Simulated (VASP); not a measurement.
P: equation of state with PBE

Crystal: P.

```
P
1.0
     1.77637   -6.21729    0.00000
     1.77637    6.21729    0.00000
     0.00000    0.00000    2.38044
P
3
Direct
  0.00000 0.00000 0.50000
  0.81083 0.18917 0.50000
  0.18917 0.81083 0.50000
```

The cell was built by a generator and needn't be a form met in nature.

```json
{
  "Program": "VASP 6.6.1",
  "Task": "equation of state",
  "Functional": "PBE",
  "Potentials or basis": "VASP PAW PBE potentials, release 64 (P)",
  "Cutoff": "520 eV",
  "k mesh": "8 × 8 × 11",
  "Occupations": "fermi-dirac, width 0.05 eV",
  "Spin": "no spin polarisation"
}
```

```json
{
  "Equilibrium volume": "17.56 Å³/atom",
  "Bulk modulus at fixed shape and positions": "71 GPa",
  "Pressure derivative of the bulk modulus": "5.3 (rough: it moves with the points fitted)"
}
```

Energy against volume, from the lowest point:
```
volume (Å³/atom)  energy (meV/atom)
          16.475              16.89
          16.826               7.27
          17.176               1.88
          17.527               0.00
          17.877               1.15
          18.228               5.06
          18.578              11.59
```

All runs of the series together: 6.3 min on 1 thread of Intel(R) Xeon(R) Platinum 8488C (Sapphire Rapids), on a shared host.

Caveat: the cell was scaled at fixed shape and fractional positions, which overstates the stiffness of a crystal with free parameters, most of all of layers and chains.
